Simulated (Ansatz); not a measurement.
Runs of Ansatz 0.2.0 on HfN. The structure is cubic, space group Fm-3m (No. 225). The conventional cell has a = 4.512 Å, b = 4.512 Å, c = 4.512 Å, α = 90.00°, β = 90.00°, γ = 90.00°. Around Hf (site symmetry m-3m) lie 6 N at 2.26 Å. Around N (site symmetry m-3m) lie 6 Hf at 2.26 Å. 

```csv
task,level,potentials or basis,spin,cell,k mesh,cutoff (eV),pressure (GPa),relaxed volume (Å³/atom)
band structure,PBEsol,"all-electron LAPW, scalar-relativistic",off,as given,10 × 10 × 10,343,-1.9,-
relaxation of cell and atoms,PBEsol+D4,"all-electron LAPW, scalar-relativistic",off,relaxed,10 × 10 × 10,-,0.0,(a)
band structure,LDA,"all-electron LAPW, relativistic spinors","SOC, no magnetisation",as given,7 × 7 × 7,343,-8.3,-
band structure,PBEsol,"all-electron LAPW, scalar-relativistic",off,strain_shear_xy = 0,10 × 10 × 10,343,-1.9,-
band structure,PBEsol,"all-electron LAPW, relativistic spinors","SOC, no magnetisation",as given,7 × 7 × 7,344,-2.0,-
band structure,RPBE,"all-electron LAPW, scalar-relativistic",off,as given,10 × 10 × 10,343,11.3,-
relaxation of cell and atoms,LDA,"all-electron LAPW, scalar-relativistic",off,relaxed,10 × 10 × 10,-,0.0,(b)
```

Alike in all rows: smearing fermi-dirac 0.05 eV; basis error allowed 0.001 eV/atom.

Task: Fill in the values left out.

Result: (a) 11.30; (b) 11.15.

Caveats: the k mesh is thin for a metal, which can move the energy by tens of meV per atom (some runs).

Runs at the PBE level aren't shown here.
